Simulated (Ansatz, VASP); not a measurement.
## Ru in VASP and in Ansatz

```xyz
8
Lattice="-3.1055 3.1055 3.1055 3.1055 -3.1055 3.1055 3.1055 3.1055 -3.1055" Properties=species:S:1:pos:R:3 pbc="T T T"
Ru    0.6397    0.6397    0.6397
Ru   -0.6397    2.4658    0.6397
Ru    0.6397   -0.6397    2.4658
Ru    2.4658    0.6397   -0.6397
Ru    2.4658    2.4658    2.4658
Ru    0.6397    3.7452   -0.6397
Ru   -0.6397    0.6397    3.7452
Ru    3.7452   -0.6397    0.6397
```

Alike in both runs: task single point; functional PBE; k mesh 4 × 4 × 4; occupations gaussian, width 0.1 eV; no spin polarisation.

```csv
,VASP,Ansatz
version,VASP 6.6.1,Ansatz 0.2.0
potentials or method,"VASP PAW PBE potentials, release 64 (Ru_pv)","scalar-relativistic, plane waves, PAW"
plane-wave cutoff (eV),520,420
valence electrons in the cell,112,128
```

|  | VASP | Ansatz | Ansatz less VASP |
| --- | --- | --- | --- |
| gap on the k mesh at the Fermi level (eV) | none | none | - |
| rms of the force components (eV/Å) | 1.414 | 1.378 | -0.0366 |

Atom by atom the forces differ by 0.037 eV/Å (rms over components). A gap of «none» marks a metal or a gap that the smearing closes. The two sets of potentials don't hold the same shells in valence.

Caveats: forces of over 1 eV/Å show positions far from the minimum, so gaps and moduli don't describe the material at rest.
